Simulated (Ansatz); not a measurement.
The system is SiNi2.

```xyz
6
Lattice="3.8360 0.0000 0.0000 -1.9180 3.3221 0.0000 0.0000 0.0000 4.9480" Properties=species:S:1:pos:R:3 pbc="T T T"
Ni    1.9180    1.1074    3.7110
Ni    0.0000    2.2147    1.2370
Ni    0.0000    0.0000    2.4740
Ni    0.0000    0.0000    0.0000
Si    1.9180    1.1074    1.2370
Si    0.0000    2.2147    3.7110
```

```yaml
Program: Ansatz 0.2.0
Task: relaxation of cell and atoms
Functional: PBEsol
Potentials_or_basis: Ansatz PAW
Cutoff: "420 eV (not typed: the program's choice for these potentials)"
k_mesh: 6 × 6 × 5
Occupations: fermi-dirac, width 0.05 eV
Spin: collinear spin, ferromagnetic start
Starting_moments: "[1.0, 1.0, 1.0, 1.0, 0.0, 0.0] μB"
```

At the start: volume 10.51 Å³/atom.

How do energy, volume and symmetry change on relaxing?

It ends after 5 steps and the volume is 10.62 Å³/atom (+1.0 %); space group P6_3/mmc (No. 194, to 0.05 Å); moment 0.00 μB per cell.

The path:
| step | energy change (eV) | largest force (eV/Å) | volume (Å³) |
| --- | --- | --- | --- |
| 1 | 0.0000 | 0.0000 | 63.05 |
| 2 | -0.0099 | 0.0000 | 63.40 |
| 3 | -0.0144 | 0.0000 | 63.70 |
| 4 | -0.0144 | 0.0000 | 63.70 |
| 5 | -0.0146 | 0.0000 | 63.70 |

Final structure:
```
CELL_PARAMETERS angstrom
3.86793 0.00000 0.00000
-1.93396 3.34972 0.00000
0.00000 0.00000 4.91643
ATOMIC_POSITIONS crystal
Ni 0.66667 0.33333 0.75000
Ni 0.33333 0.66667 0.25000
Ni 0.00000 0.00000 0.50000
Ni 0.00000 0.00000 0.00000
Si 0.66667 0.33333 0.25000
Si 0.33333 0.66667 0.75000
```

Caveat: the plane-wave basis is chosen anew once the cell has moved, so the energies of steps on either side of that aren't comparable; the PAW data sets come from PBE, with cores solved anew for the run's functional, which leaves a small shift of forces and pressure; the starting moments weren't kept.
